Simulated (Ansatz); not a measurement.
# Al: symmetry broken, then relaxed

Computed with DFT PBEsol, scalar-relativistic, plane waves, PAW in Ansatz 0.2.0. The runs took a 420 eV cutoff, a Γ-centred 14×14×14 mesh and Gaussian smearing (0.15 eV). No spin polarisation. Energies are free energies at this smearing, counted from the undisturbed cell; pressure is positive in compression.

The starting cell (relaxed at this level):

```yaml
crystal:
  lattice:
    - [-1.60644, 1.60644, 1.60644]
    - [1.60644, -1.60644, 1.60644]
    - [1.60644, 1.60644, -1.60644]
  atoms:
    - { symbol: Al, position: [0.00000, 0.00000, 0.00000] }
```

The cell is strained by (0.0392, -0.1002, 0.0610, 0.0305, 0.1717, 0.0355) (xx, yy, zz, yz, xz, xy; engineering shear). Cell and atoms are then relaxed.

Does the relaxation return to the undisturbed structure?

No. It ends 87.1 meV/atom below it. The disturbance itself cost 61.0 meV/atom. The final space group reads P-1 (tolerance 0.05 Å) and the volume changes by -2.65 %.

Final structure:

```
Al
1.0
    -1.44225    1.41304    1.98034
     1.40731   -1.41588    2.02577
     1.44174    1.41521   -1.96639
Al
1
Direct
  0.00000 0.00000 0.00000
```

The relaxation, step by step (energy from the first step; small jumps at an unchanged geometry come where the plane waves are selected anew for the new cell):

```tsv
step	ΔE (meV/atom)	largest force component (eV/Å)	pressure (GPa)
1	0.0	0.000	3.85
2	-58.9	0.000	1.45
3	-90.3	0.000	1.20
4	-111.2	0.000	-0.24
6	-140.4	0.000	1.30
7	-142.6	0.000	-0.28
8	-142.9	0.000	0.03
9	-143.1	0.000	0.27
10	-143.2	0.000	0.05
11	-143.2	0.000	0.00
13	-140.1	0.000	1.18
14	-143.4	0.000	0.07
15	-143.6	0.000	0.06
16	-143.5	0.000	0.12
17	-143.6	0.000	-0.16
18	-143.6	0.000	0.02
20	-143.7	0.000	0.00
21	-147.8	0.000	0.22
22	-148.1	0.000	0.00
23	-148.1	0.000	0.01
```

Frames along the relaxation (Å, eV/Å):

```xyz
1
Lattice="-1.503 1.441 1.591 1.779 -1.392 1.818 1.560 1.449 -1.542" Properties=species:S:1:pos:R:3:forces:R:3 pbc="T T T" step=1
Al    0.000    0.000    0.000    0.000    0.000    0.000
1
Lattice="-1.582 1.431 1.661 1.718 -1.419 1.786 1.608 1.439 -1.643" Properties=species:S:1:pos:R:3:forces:R:3 pbc="T T T" step=2
Al    0.000    0.000    0.000    0.000    0.000    0.000
1
Lattice="-1.607 1.411 1.760 1.622 -1.408 1.787 1.626 1.422 -1.749" Properties=species:S:1:pos:R:3:forces:R:3 pbc="T T T" step=3
Al    0.000    0.000    0.000    0.000    0.000    0.000
1
Lattice="-1.599 1.416 1.851 1.555 -1.425 1.848 1.594 1.413 -1.847" Properties=species:S:1:pos:R:3:forces:R:3 pbc="T T T" step=4
Al    0.000    0.000    0.000    0.000    0.000    0.000
1
Lattice="-1.538 1.410 1.939 1.452 -1.420 1.920 1.538 1.418 -1.934" Properties=species:S:1:pos:R:3:forces:R:3 pbc="T T T" step=5
Al    0.000    0.000    0.000    0.000    0.000    0.000
1
Lattice="-1.483 1.429 1.988 1.352 -1.440 1.944 1.477 1.435 -1.983" Properties=species:S:1:pos:R:3:forces:R:3 pbc="T T T" step=6
Al    0.000    0.000    0.000    0.000    0.000    0.000
1
Lattice="-1.459 1.436 1.981 1.375 -1.444 1.983 1.457 1.443 -1.974" Properties=species:S:1:pos:R:3:forces:R:3 pbc="T T T" step=7
Al    0.000    0.000    0.000    0.000    0.000    0.000
1
Lattice="-1.458 1.426 1.985 1.376 -1.433 1.988 1.457 1.433 -1.976" Properties=species:S:1:pos:R:3:forces:R:3 pbc="T T T" step=8
Al    0.000    0.000    0.000    0.000    0.000    0.000
1
Lattice="-1.461 1.411 1.983 1.392 -1.415 1.994 1.462 1.416 -1.971" Properties=species:S:1:pos:R:3:forces:R:3 pbc="T T T" step=9
Al    0.000    0.000    0.000    0.000    0.000    0.000
1
Lattice="-1.459 1.415 1.984 1.391 -1.419 1.998 1.459 1.420 -1.973" Properties=species:S:1:pos:R:3:forces:R:3 pbc="T T T" step=10
Al    0.000    0.000    0.000    0.000    0.000    0.000
1
Lattice="-1.455 1.417 1.979 1.395 -1.419 1.999 1.455 1.421 -1.966" Properties=species:S:1:pos:R:3:forces:R:3 pbc="T T T" step=11
Al    0.000    0.000    0.000    0.000    0.000    0.000
1
Lattice="-1.385 1.454 1.918 1.459 -1.419 2.035 1.386 1.422 -1.872" Properties=species:S:1:pos:R:3:forces:R:3 pbc="T T T" step=12
Al    0.000    0.000    0.000    0.000    0.000    0.000
1
Lattice="-1.423 1.406 2.011 1.376 -1.405 2.049 1.416 1.397 -1.992" Properties=species:S:1:pos:R:3:forces:R:3 pbc="T T T" step=13
Al    0.000    0.000    0.000    0.000    0.000    0.000
1
Lattice="-1.432 1.428 1.971 1.393 -1.428 2.011 1.433 1.430 -1.955" Properties=species:S:1:pos:R:3:forces:R:3 pbc="T T T" step=14
Al    0.000    0.000    0.000    0.000    0.000    0.000
1
Lattice="-1.430 1.431 1.965 1.415 -1.419 2.016 1.427 1.417 -1.939" Properties=species:S:1:pos:R:3:forces:R:3 pbc="T T T" step=15
Al    0.000    0.000    0.000    0.000    0.000    0.000
1
Lattice="-1.437 1.427 1.945 1.424 -1.425 2.004 1.436 1.425 -1.928" Properties=species:S:1:pos:R:3:forces:R:3 pbc="T T T" step=16
Al    0.000    0.000    0.000    0.000    0.000    0.000
1
Lattice="-1.431 1.427 1.957 1.415 -1.428 2.018 1.430 1.428 -1.942" Properties=species:S:1:pos:R:3:forces:R:3 pbc="T T T" step=17
Al    0.000    0.000    0.000    0.000    0.000    0.000
1
Lattice="-1.427 1.421 1.949 1.422 -1.427 2.025 1.427 1.426 -1.938" Properties=species:S:1:pos:R:3:forces:R:3 pbc="T T T" step=18
Al    0.000    0.000    0.000    0.000    0.000    0.000
1
Lattice="-1.429 1.424 1.955 1.415 -1.427 2.019 1.429 1.426 -1.942" Properties=species:S:1:pos:R:3:forces:R:3 pbc="T T T" step=19
Al    0.000    0.000    0.000    0.000    0.000    0.000
1
Lattice="-1.429 1.422 1.953 1.419 -1.427 2.022 1.428 1.426 -1.941" Properties=species:S:1:pos:R:3:forces:R:3 pbc="T T T" step=20
Al    0.000    0.000    0.000    0.000    0.000    0.000
1
Lattice="-1.429 1.422 1.953 1.419 -1.427 2.022 1.428 1.426 -1.941" Properties=species:S:1:pos:R:3:forces:R:3 pbc="T T T" step=21
Al    0.000    0.000    0.000    0.000    0.000    0.000
1
Lattice="-1.442 1.413 1.980 1.407 -1.416 2.026 1.442 1.415 -1.966" Properties=species:S:1:pos:R:3:forces:R:3 pbc="T T T" step=22
Al    0.000    0.000    0.000    0.000    0.000    0.000
1
Lattice="-1.442 1.413 1.980 1.407 -1.416 2.026 1.442 1.415 -1.966" Properties=species:S:1:pos:R:3:forces:R:3 pbc="T T T" step=23
Al    0.000    0.000    0.000    0.000    0.000    0.000
```

Cost: 3 runs of about 2.1 core-minutes in all, on Intel Xeon 6975P-C (Granite Rapids) (shared hosts).